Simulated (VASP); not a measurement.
# BaS (Fm-3m) in VASP: notebook

The runs below take BaS through single point, with PBEsol, PBE.

Program: VASP 6.6.1. These are calculated values, not measurements. Logs are shortened: lines on timing, memory, paths and dates and some standing lists are left out, and cuts for length are marked.

## 1. Starting point

It takes space group Fm-3m (No. 225, cubic). Conventional cell: a = 6.388 Å, b = 6.388 Å, c = 6.388 Å, α = 90.00°, β = 90.00°, γ = 90.00°. Around Ba (site symmetry m-3m) lie 6 S at 3.19 Å. S (site symmetry m-3m) is surrounded by 6 Ba at 3.19 Å.

## 2. Single point, PBEsol

File INCAR:

```
PREC = Accurate
ENCUT = 520
EDIFF = 1E-7
ISMEAR = -1
SIGMA = 0.05
LREAL = False
LASPH = True
NELM = 80
ALGO = Normal
ISIF = 2
LWAVE = False
LCHARG = True
GGA = PS
LELF = True
LVHAR = True
NBANDS = 15
```

File KPOINTS:

```
Automatic mesh
0
Gamma
  7 7 7
```

File POSCAR:

```
BaS
1.0
    0.0000000000      3.1937500000      3.1937500000
    3.1937500000      0.0000000000      3.1937500000
    3.1937500000      3.1937500000      0.0000000000
Ba S
1 1
Direct
    0.0000000000      0.0000000000      0.0000000000
    0.5000000000      0.5000000000      0.5000000000
```

Potentials or basis: VASP PAW PBE potentials, release 64 (Ba_sv, S).

Run with:

```sh
> cat potpaw_PBE.64/Ba_sv/POTCAR potpaw_PBE.64/S/POTCAR > POTCAR
> mpirun -np 1 vasp_std > vasp.out
```

OUTCAR:

```text
PREC = Accurate
   ENCUT = 520
   EDIFF = 1E-7
   ISMEAR = -1
   LREAL = False
   LASPH = True
   NELM = 80
   ISIF = 2
   GGA = PS

 ion  position               nearest neighbor table
   1  0.000  0.000  0.000-   2 3.19   2 3.19   2 3.19   2 3.19   2 3.19   2 3.19
   2  0.500  0.500  0.500-   1 3.19   1 3.19   1 3.19   1 3.19   1 3.19   1 3.19

  LATTYP: Found a face centered cubic cell.
 ALAT       =     6.3875000000

  Lattice vectors:

 A1 = (   0.0000000000,   3.1937500000,   3.1937500000)
 A2 = (   3.1937500000,   0.0000000000,   3.1937500000)
 A3 = (   3.1937500000,   3.1937500000,   0.0000000000)

Analysis of symmetry for initial positions (statically):
=====================================================================
 Subroutine PRICEL returns:
 Original cell was already a primitive cell.

 Routine SETGRP: Setting up the symmetry group for a
 face centered cubic supercell.

 Subroutine GETGRP returns: Found 48 space group operations
 (whereof 48 operations were pure point group operations)
 out of a pool of 48 trial point group operations.

The static configuration has the point symmetry O_h .

Analysis of symmetry for dynamics (positions and initial velocities):
=====================================================================
 Subroutine PRICEL returns:
 Original cell was already a primitive cell.

 Routine SETGRP: Setting up the symmetry group for a
 face centered cubic supercell.

 Subroutine GETGRP returns: Found 48 space group operations
 (whereof 48 operations were pure point group operations)
 out of a pool of 48 trial point group operations.

The dynamic configuration has the point symmetry O_h .

 Subroutine INISYM returns: Found 48 space group operations
 (whereof 48 operations are pure point group operations),
 and found     1 'primitive' translations

----------------------------------------------------------------------------------------

                                     Primitive cell

  volume of cell :      65.1527

  direct lattice vectors                    reciprocal lattice vectors
     0.000000000  3.193750000  3.193750000    -0.156555773  0.156555773  0.156555773
     3.193750000  0.000000000  3.193750000     0.156555773 -0.156555773  0.156555773
     3.193750000  3.193750000  0.000000000     0.156555773  0.156555773 -0.156555773

  length of vectors
     4.516644565  4.516644565  4.516644565     0.271162553  0.271162553  0.271162553

  position of ions in fractional coordinates (direct lattice)
     0.000000000  0.000000000  0.000000000
     0.500000000  0.500000000  0.500000000

  ion indices of the primitive-cell ions
   primitive index   ion index
                 1           1
                 2           2

----------------------------------------------------------------------------------------

 KPOINTS: Automatic mesh

Automatic generation of k-mesh.
 Grid dimensions read from file:
 generate k-points for:    7    7    7

 Generating k-lattice:

  Cartesian coordinates                     Fractional coordinates (reciprocal lattice)
    -0.022365110  0.022365110  0.022365110     0.142857143  0.000000000  0.000000000
     0.022365110 -0.022365110  0.022365110     0.000000000  0.142857143  0.000000000
     0.022365110  0.022365110 -0.022365110     0.000000000  0.000000000  0.142857143

  Length of vectors
     0.038737508  0.038737508  0.038737508

  Shift w.r.t. Gamma in fractional coordinates (k-lattice)
     0.000000000  0.000000000  0.000000000

 Subroutine IBZKPT returns following result:
 ===========================================

 Found     20 irreducible k-points:

 Following reciprocal coordinates:
            Coordinates               Weight
  0.000000  0.000000  0.000000      1.000000
  0.142857  0.000000  0.000000      8.000000
  0.285714  0.000000  0.000000      8.000000
  0.428571  0.000000  0.000000      8.000000
  0.142857  0.142857  0.000000      6.000000
  0.285714  0.142857  0.000000     24.000000
[... 12 lines left out ...]
 -0.428571  0.428571  0.142857     24.000000
 -0.285714  0.428571  0.142857     24.000000
   k-points           NKPTS =     20   k-points in BZ     NKDIM =     20   number of bands    NBANDS=     15
   number of dos      NEDOS =    301   number of ions     NIONS =      2
   total plane-waves  NPLWV =  46656
   dimension x,y,z NGX =    36 NGY =   36 NGZ =   36
   dimension x,y,z NGXF=    72 NGYF=   72 NGZF=   72
   ions per type =               1   1
   NGX,Y,Z   is equivalent  to a cutoff of  13.25, 13.25, 13.25 a.u.
   NGXF,Y,Z  is equivalent  to a cutoff of  26.50, 26.50, 26.50 a.u.
 SYSTEM =  unknown system
   PREC   = accura    normal or accurate (medium, high low for compatibility)
   ISTART =      0    job   : 0-new  1-cont  2-samecut
   ICHARG =      2    charge: 1-file 2-atom 10-const
   ISPIN  =      1    spin polarized calculation?
   LNONCOLLINEAR =      F non collinear calculations
   LSORBIT =      F    spin-orbit coupling
   LASPH  =      T    aspherical Exc in radial PAW
   ENCUT  =  520.0 eV  38.22 Ry    6.18 a.u.   8.40  8.40  8.40*2*pi/ulx,y,z
   NELM   =     80;   NELMIN=  2; NELMDL= -5     # of ELM steps
   EDIFF  = 0.1E-06   stopping-criterion for ELM
   LREAL  =      F    real-space projection
   EDIFFG = 0.1E-05   stopping-criterion for IOM
   NSW    =      0    number of steps for IOM
   IBRION =     -1    ionic relax: 0-MD 1-quasi-New 2-CG
   NFREE  =      0    steps in history (QN), initial steepest desc. (CG)
   ISIF   =      2    stress and relaxation
   ISYM   =      2    0-nonsym 1-usesym 2-fastsym
   POTIM  = 0.5000    time-step for ionic-motion
   TEBEG  =    0.0;   TEEND  =   0.0 temperature during run
   PSTRESS=    0.0 pullay stress
   NELECT =      16.0000    total number of electrons
   NUPDOWN=      -1.0000    fix difference up-down
   EMIN   =  10.00;   EMAX   =-10.00  energy-range for DOS
   EFERMI =   0.00;   METHOD = LEGACY
   ISMEAR =    -1;   SIGMA  =   0.05  broadening in eV -4-tet -1-fermi 0-gaus
   EFERMI_NEDOS =   21; number of points for ismear=-14 and -15
   IALGO  =     38    algorithm
   IMIX   =      4    mixing-type and parameters
     AMIX     =   0.40;   BMIX     =  1.00
     AMIX_MAG =   1.60;   BMIX_MAG =  1.00
  volume/ion in A,a.u.               =      32.58       219.84
  Fermi-wavevector in a.u.,A,eV,Ry     =   1.025189  1.937326 14.299891  1.051012
  Thomas-Fermi vector in A             =   2.159016
   LORBIT       =      0    0 simple, 1 ext, 2 COOP (PROOUT), +10 PAW based schemes
   GGA     = PS    functional components
   LHFCALC =     F    Hartree Fock is set to
   AEXX    =    0.0000 exact exchange contribution
   IVDW    =     0    specifies the selected vdW correction
   LEPSILON=     F    determine dielectric tensor
   LRPA    =     F    only Hartree local field effects (RPA)
 non-spin polarized calculation
  energy-cutoff  :      520.00
  volume of cell :       65.15
 maximum number of plane-waves:      1807
 NGX is ok and might be reduce to    36
   NGX = 17   NGY = 17   NGZ = 17

 number of electron      16.0000001 magnetization

 Free energy of the ion-electron system (eV)
  ---------------------------------------------------
  ext. energy  EPLUGINS =         0.00000000
  ---------------------------------------------------
  free energy    TOTEN  =       -10.71805740 eV

  energy without entropy =      -10.71805740  energy(sigma->0) =      -10.71805740

 E-fermi :   2.3742     XC(G=0):  -8.8229

 val. band max:        1.3420182920   @ k =   0.0000   0.0000   0.0000
 cond. band min:       3.3847670938   @ k =   0.4286   0.4286   0.0000
 fundamental gap:      2.0427488018
 Fermi energy:         2.3742213575

 k-point     1 :       0.0000    0.0000    0.0000
  band No.  band energies     occupation
      1     -24.6933      2.00000
      2      -9.7356      2.00000
      3      -9.7356      2.00000
      4      -9.7356      2.00000
      5      -9.0106      2.00000
      6       1.3420      2.00000
      7       1.3420      2.00000
      8       1.3420      2.00000
      9       4.7507      0.00000
     10       5.1265      0.00000
     11       5.1265      0.00000
     12       5.1265      0.00000
     13       6.0797      0.00000
     14       6.0797      0.00000
     15       9.8554      0.00000

 k-point     2 :       0.1429    0.0000    0.0000
  band No.  band energies     occupation
      1     -24.6848      2.00000
      2     -10.1191      2.00000
      3      -9.7432      2.00000
      4      -9.7432      2.00000
      5      -8.6095      2.00000
      6       0.8077      2.00000
      7       1.0702      2.00000
      8       1.0702      2.00000
      9       5.1151      0.00000
     10       5.4329      0.00000
     11       5.4329      0.00000
     12       5.5433      0.00000
     13       6.6715      0.00000
     14       6.6715      0.00000
     15      10.6737      0.00000

 k-point     3 :       0.2857    0.0000    0.0000
  band No.  band energies     occupation
      1     -24.6654      2.00000
      2     -10.5955      2.00000
      3      -9.7601      2.00000
      4      -9.7601      2.00000
      5      -8.0905      2.00000
      6      -0.0465      2.00000
      7       0.5877      2.00000
      8       0.5877      2.00000
      9       5.4655      0.00000
     10       6.2744      0.00000
     11       6.2744      0.00000
     12       6.9019      0.00000
     13       8.0865      0.00000
     14       8.0865      0.00000
     15      11.8281      0.00000
[... 271 lines left out ...]
 k-point    19 :      -0.4286    0.4286    0.1429
  band No.  band energies     occupation
      1     -24.6361      2.00000
      2     -10.3560      2.00000
      3     -10.0137      2.00000
      4      -9.9813      2.00000
      5      -8.4784      2.00000
      6       0.4563      2.00000
      7       0.7038      2.00000
      8       0.9800      2.00000
      9       4.2263      0.00000
     10       7.0825      0.00000
     11       7.4618      0.00000
     12       8.4344      0.00000
     13       8.6702      0.00000
     14       9.3147      0.00000
     15      10.6705      0.00000

 k-point    20 :      -0.2857    0.4286    0.1429
  band No.  band energies     occupation
      1     -24.6347      2.00000
      2     -10.3937      2.00000
      3     -10.1086      2.00000
      4      -9.9576      2.00000
      5      -8.3167      2.00000
      6       0.1723      2.00000
      7       0.7357      2.00000
      8       0.8039      2.00000
      9       5.1740      0.00000
     10       6.0961      0.00000
     11       7.7021      0.00000
     12       8.3581      0.00000
     13       8.5424      0.00000
     14      10.4252      0.00000
     15      11.4425      0.00000

------------------------ aborting loop because EDIFF is reached ----------------------------------------

  FORCE on cell =-STRESS in cart. coord.  units (eV):
  Direction    XX          YY          ZZ          XY          YZ          ZX
  --------------------------------------------------------------------------------------
  -------------------------------------------------------------------------------------
  Total       -0.2159804     -0.2159804     -0.2159804      0.0000000      0.0000000      0.0000000
  in kB       -5.3111932     -5.3111932     -5.3111932      0.0000000      0.0000000      0.0000000
  external PRESSURE =      -5.3111932 kB  Pullay stress =       0.0000000 kB

 VOLUME and BASIS-vectors are now :
 -----------------------------------------------------------------------------
  energy-cutoff  :      520.00
  volume of cell :       65.15
      direct lattice vectors                 reciprocal lattice vectors
     0.000000000  3.193750000  3.193750000    -0.156555773  0.156555773  0.156555773
     3.193750000  0.000000000  3.193750000     0.156555773 -0.156555773  0.156555773
     3.193750000  3.193750000  0.000000000     0.156555773  0.156555773 -0.156555773

 POSITION                                       TOTAL-FORCE (eV/Angst)
 -----------------------------------------------------------------------------------
      0.00000      0.00000      0.00000         0.000000      0.000000      0.000000
      3.19375      3.19375      3.19375        -0.000000     -0.000000     -0.000000
 -----------------------------------------------------------------------------------
    total drift:                                0.000000      0.000000      0.000000

  FREE ENERGIE OF THE ION-ELECTRON SYSTEM (eV)
  ---------------------------------------------------
  free  energy   TOTEN  =       -10.7180573981 eV

  energy  without entropy=      -10.7180573980  energy(sigma->0) =      -10.71805740
```

Wall time 33 s (1 thread of AMD EPYC 7R43 (Zen 3), shared host); peak memory 0.17 GiB.

Results:

```yaml
Free_energy: -10.7181 eV
Pressure: -0.5 GPa
Band_gap_on_the_k_mesh: 2.04 eV, indirect (least direct gap 2.19 eV)
```

Caveat: the PAW data sets were made with another functional, which shifts forces and pressure a little; spin-orbit coupling is left out, which moves the levels of the heavy elements; an odd mesh through Γ misses points on the zone boundary, where band edges often lie.

(Continued in part 2 of 2.)
